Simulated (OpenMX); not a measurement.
# Ge in OpenMX: the effect of dispersion

Ge:

```
Ge
1.0
     4.00068    0.00000    0.00000
     2.00034    3.46469    0.00000
     2.00034    1.15490    3.26654
Ge
2
Cartesian
  6.0010 3.4647 2.4499
  4.0007 2.3098 1.6333
```

Alike in all runs:

| Property | Result |
| --- | --- |
| Program | OpenMX 3.8.5 |
| Task | single point |
| Functional | PBE |
| Potentials or basis | OpenMX 2013 PBE set, Ge7.0-s3p2d2, grid cutoff 300 Ry |
| k mesh | 7 × 7 × 7 |
| Occupations | fermi-dirac, width 0.05 eV |
| Spin | no spin polarisation |

```tsv
dispersion	pressure (GPa)
none	5.4
D3	?
D3(BJ)	3.3
D4	3.1
```

Q: What does the run with dispersion D3 give?

A: Pressure 4.6 GPa.

Caveats: the basis of atomic orbitals isn't converged, which shifts pressures, moduli and gaps.
